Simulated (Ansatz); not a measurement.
MgF2 (rutile), relaxed and computed with several functionals in Ansatz (plane waves, PAW).

```
functional  a (Å)  c (Å)  V (Å³/atom)  gap (eV)  B₀ by P(V) fit (GPa)
----------  -----  -----  -----------  --------  --------------------
r²SCAN      4.626  3.049        10.88      8.06                   104
PBE         4.699  3.094        11.39      6.83                  90.2
HSE06       4.642  3.056        10.98      9.39                  99.2
LDA         4.557  3.014        10.43      7.08                   111
PBEsol      4.640  3.063        10.99      6.89                  97.0
```

All cells were relaxed under the symmetry of their starts (and spin orders); stability against distortions was not tested throughout.

Potentials: the earlier of the program's two PAW sets. The files were generated under PBE; for other functionals the program regenerates the frozen cores, and for LDA and PBEsol the local potential too.

Ansatz (a quantum-chemistry and plane-wave program) is a plane-wave DFT program.
